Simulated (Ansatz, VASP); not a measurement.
**Two plane-wave programs on As**

```xyz
2
Lattice="0.0000 3.1320 3.1320 3.1320 0.0000 3.1320 3.1320 3.1320 0.0000" Properties=species:S:1:pos:R:3 pbc="T T T"
As    0.7830    0.7830    0.7830
As    5.4811    5.4811    5.4811
```

Alike in both runs: functional BLYP; k mesh 9 × 9 × 9; occupations fermi-dirac, width 0.1 eV; no spin polarisation.

Ansatz relaxed the structure, and its values are those at the end. VASP's run is a single point on that final structure, the one shown.

|  | VASP | Ansatz |
| --- | --- | --- |
| version | VASP 6.6.1 | Ansatz 0.2.0 |
| potentials or method | VASP PAW PBE potentials, release 64 (As) | plane waves (420 eV) with PAW, scalar-relativistic |
| plane-wave cutoff (eV) | 520 | 420 |
| valence electrons in the cell | 10 | 30 |

|  | VASP | Ansatz | Ansatz less VASP |
| --- | --- | --- | --- |
| pressure (GPa) | 0.2 | 0.0 | -0.20 |

The functional is the same, so the differences come from potentials, cutoffs and numerics. The two sets of potentials don't hold the same shells in valence.

Caveats: the PAW data sets were made with another functional, which shifts forces and pressure a little (VASP).
